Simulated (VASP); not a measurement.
A run of VASP 6.6.1:

The input INCAR:

```
PREC = Accurate
ENCUT = 600
EDIFF = 1E-6
ISMEAR = 0
SIGMA = 0.03
LREAL = F
LASPH = T
NELM = 80
ALGO = Normal
ISIF = 3
LWAVE = F
LCHARG = F
GGA = CA
IBRION = 2
NSW = 90
EDIFFG = -0.01
KPAR = 2
```

Contents of KPOINTS:

```
Automatic mesh
0
Gamma
  10 10 10
```

POSCAR

```
Li2O
1.0
    0.0000000000      2.3050000000      2.3050000000
    2.3050000000      0.0000000000      2.3050000000
    2.3050000000      2.3050000000      0.0000000000
Li O
2 1
Direct
    0.2500000000      0.2500000000      0.2500000000
    0.7500000000      0.7500000000      0.7500000000
    0.0000000000      0.0000000000      0.0000000000
```

Potentials or basis: VASP PAW LDA potentials, release 64 (Li_sv, O).

The run is started by

```console
$ cat potpaw_LDA.64/Li_sv/POTCAR potpaw_LDA.64/O/POTCAR > POTCAR
$ mpirun -np 2 vasp_std > vasp.out
```

Hardware: 2 MPI ranks on AMD EPYC 7R43 64-Core Processor (Zen 3) (shared host).

Task: How long does it take, and how much memory?

Result: Run time: 62 s on 2 MPI ranks on AMD EPYC 7R43 64-Core Processor (Zen 3), with other jobs on the host, peak memory 0.1 GiB a rank. Counts: scf iterations 31, k points 47, ion steps 4.
